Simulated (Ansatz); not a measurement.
A run of Ansatz 0.2.0:

File input.yaml:

```yaml
crystal:
  lattice:
    - [0.0, 2.1839935596, 2.1839935596]
    - [2.1839935596, 0.0, 2.1839935596]
    - [2.1839935596, 2.1839935596, 0.0]
  atoms:
    - { symbol: Al, position: [0.0, 0.0, 0.0] }
    - { symbol: "N", position: [0.25, 0.25, 0.25] }
hamiltonian:
  xc: pbesol
  pseudopotentials: { kind: paw }
kpoints:
  mp_grid: { grid: [10, 10, 10] }
scf:
  occupations: { method: fermi_dirac, width: 0.05 }
output:
  forces: true
  stress: true
relax:
  f_tol: 0.01
  max_steps: 40
  cell: { stress_tol: 0.05 }
```

Potentials or basis: Ansatz PAW.

Run with:

```sh
$ ansatz run input.yaml --threads 2 --pin off --max-ram 5120MiB --backend cpu --events-out ev --progress --plain --runs-dir out
```

Hardware: 2 threads of Arm Neoverse V1 (shared host).

**Question.** How long does it take, and how much memory?

**Answer.** Run time: 2 s on 2 threads of Arm Neoverse V1 (shared host), peak memory 0.27 GiB. Counts: scf iterations 19, plane waves 411, k points 47, bands 8, ion steps 4.
